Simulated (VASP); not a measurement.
**Hf: relaxation of shape and atoms at fixed volume with PBE**

The system is Hf.

```
Hf
1.0
     3.20072    0.00000    0.00000
    -1.60036    2.77191    0.00000
     0.00000    0.00000    5.05703
Hf
2
Direct
  0.33333 0.66667 0.25000
  0.66667 0.33333 0.75000
```

```yaml
Program: VASP 6.6.1
Task: relaxation of shape and atoms at fixed volume
Functional: PBE
Potentials_or_basis: VASP PAW PBE potentials, release 64 (Hf_pv)
Cutoff: 600 eV
k_mesh: 15 × 15 × 7
Occupations: methfessel-paxton, width 0.1 eV
Spin: no spin polarisation
Further_INCAR_settings: ALGO = Normal; EDIFF = 1e-07; IBRION = 2; EDIFFG = -0.01; NSW = 40; ISIF = 4
```

The pressure after relaxing is 0.0 GPa and the band gap on the k mesh is none (metal or under the smearing width).

Final structure:
```
Hf
1.0
     3.20072    0.00000    0.00000
    -1.60036    2.77191    0.00000
     0.00000    0.00000    5.05703
Hf
2
Cartesian
  0.0000 1.8479 1.2643
  1.6004 0.9240 3.7928
```

Levels at points of the mesh, in eV from the Fermi level:
```tsv
k point	band 7	band 8	band 9	band 10	band 11	band 12	band 13	band 14
(0.00, 0.00, 0.00)	-7.39	-3.71	0.63	1.16	1.16	1.45	1.99	1.99
```

Wall time 77 s on 1 thread of Intel(R) Xeon(R) Platinum 8259CL CPU @ 2.50GHz (Skylake/Cascade Lake), on a shared host, peak memory 0.23 GiB.

Caveat: the relaxation stopped at its first step, so nothing moved. Spin-orbit coupling is left out, which matters for the levels of Hf.
